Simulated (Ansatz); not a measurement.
The system is LiCl.

```
Cl Li
1.0
     0.00000    2.56477    2.56477
     2.56477    0.00000    2.56477
     2.56477    2.56477    0.00000
Cl Li
1 1
Direct
  0.50000 0.50000 0.50000
  0.00000 0.00000 0.00000
```

| Property | Result |
| --- | --- |
| Program | Ansatz 0.2.0 |
| Task | relaxation of cell and atoms |
| Functional | PBEsol |
| Potentials or basis | Ansatz PAW |
| Cutoff | 420 eV (not typed: the program's choice for these potentials) |
| k mesh | 9 × 9 × 9 |
| Occupations | fermi-dirac, width 0.05 eV |
| Spin | no spin polarisation |

At the start: volume 16.87 Å³/atom.

Question: How do energy, volume and symmetry change on relaxing?

Answer: It ends after 4 steps and the volume is 16.22 Å³/atom (-3.9 %); space group Fm-3m (No. 225, to 0.05 Å).

Step by step:
| step | energy change (eV) | largest force (eV/Å) | volume (Å³) |
| --- | --- | --- | --- |
| 1 | 0.0000 | 0.0000 | 33.74 |
| 2 | -0.0045 | 0.0000 | 32.89 |
| 3 | -0.0051 | 0.0000 | 32.44 |
| 4 | -0.0051 | 0.0000 | 32.44 |

Final structure:
```
CELL_PARAMETERS angstrom
0.00000 2.53141 2.53141
2.53141 0.00000 2.53141
2.53141 2.53141 0.00000
ATOMIC_POSITIONS crystal
Cl 0.50000 0.50000 0.50000
Li 0.00000 0.00000 0.00000
```

Caveat: the plane-wave basis is chosen anew once the cell has moved, so the energies of steps on either side of that aren't comparable; the PAW data sets come from PBE, with cores solved anew for the run's functional, which leaves a small shift of forces and pressure.
